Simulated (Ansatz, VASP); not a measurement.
## One calculation of Se, two programs

```xyz
1
Lattice="2.8554 0.0000 0.0000 0.0000 2.8554 0.0000 0.0000 0.0000 2.8554" Properties=species:S:1:pos:R:3 pbc="T T T"
Se    0.0000    0.0000    0.0000
```

Alike in both runs: functional RPBE; k mesh 11 × 11 × 11; occupations fermi-dirac, width 0.1 eV; no spin polarisation.

Ansatz relaxed the structure, and its values are those at the end. VASP's run is a single point on that final structure, the one shown.

|  | VASP | Ansatz |
| --- | --- | --- |
| version | VASP 6.6.1 | Ansatz 0.2.0 |
| potentials or method | VASP PAW PBE potentials, release 64 (Se) | plane waves (420 eV) with PAW, scalar-relativistic |
| plane-wave cutoff (eV) | 520 | 420 |
| valence electrons in the cell | 6 | 16 |

```csv
,VASP,Ansatz,Ansatz less VASP
pressure (GPa),0.0,0.0,+0.01
```

The two sets of potentials don't hold the same shells in valence.

Caveats: the PAW data sets were made with another functional, which shifts forces and pressure a little (VASP).
